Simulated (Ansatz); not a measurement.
Input and command of a plane-wave DFT calculation in Ansatz:

```yaml
crystal:
  lattice:
    - [1.7972727711, 1.7972727711, 0.0]
    - [-1.7972727711, 1.7972727711, 0.0]
    - [0.0, 0.0, 3.5051289864]
  atoms:
    - { symbol: Cu, position: [0.0, 0.0, 0.0] }
    - { symbol: Cu, position: [0.5, 0.5, 0.5] }
basis:
  ecutwfc: 500
kpoints:
  mp_grid: { grid: [20, 20, 14] }
hamiltonian:
  xc: r2scan
scf:
  occupations: { method: gaussian, width: 0.1 }
output:
  forces: true
  stress: true
  eigenvalues: true
relax:
  adjacent_minimum: "off"
  f_tol: 0.008
  max_steps: 40
  cell: { stress_tol: 0.015, fix: [c, angles] }
```

```bash
ansatz run input.yaml --threads 1 --pin off --max-ram 2560MiB --backend cpu --events-out ev --progress --plain --runs-dir out
```

Processor: Arm Neoverse V2, 1 thread, on a host shared with other jobs.

Estimate time, memory and problem size.

About 3 min on 1 thread of Arm Neoverse V2, on a shared host, peak memory 0.59 GiB. It solves 23 bands at 528 k points (the mesh reduced by symmetry) with about 585 plane waves (on the last cell), in 35 SCF iterations over 6 ionic steps.
